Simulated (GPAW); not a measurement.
Runs of GPAW 26.7.0 on AlN. Symmetry: P6_3mc, No. 186, hexagonal system. Conventional cell: a = 3.113 Å, b = 3.113 Å, c = 4.981 Å, α = 90.00°, β = 90.00°, γ = 120.00°. Al (site symmetry 3m) is surrounded by 4 N at 1.89 Å. N (site symmetry 3m) is surrounded by 4 Al at 1.89 Å. 

```csv
task,level,potentials or basis,k mesh,band path,band points,ranks,gap on the mesh (eV),V0 of scaled cells (Å³/atom),B0 (GPa)
single point,TB-mBJ,"GPAW PAW data sets for LDA (gpaw-data 1.2.1), pw",8 × 8 × 6,-,-,-,5.76,-,-
band structure,r2SCAN,"GPAW PAW data sets (gpaw-data 1.2.1), pw",8 × 8 × 5,"GMKGALHA,LM,KH",80,-,(b),-,-
equation of state,LDA,"the program's PAW data sets (release 1.2.1) made for this functional, pw",8 × 8 × 5,-,-,-,-,10.29,213
equation of state,PBEsol,"PAW data sets generated in the run's folder for this functional, pw",8 × 8 × 5,-,-,-,-,10.54,(a)
```

Alike in all rows: no spin polarisation; cell as given; cutoff (eV) 800; smearing fermi-dirac 0.05 eV.

Question: Fill in the values left out.

Answer: (a) 202; (b) 4.95.

Caveats: the PAW data sets were made with another functional, which shifts forces and pressure a little (some runs); the cell was scaled at fixed shape and fractional positions, which overstates the stiffness of a crystal with free parameters, most of all of layers and chains (some runs); a model potential gives levels but no total energy (some runs).

A k mesh can miss the band edges.
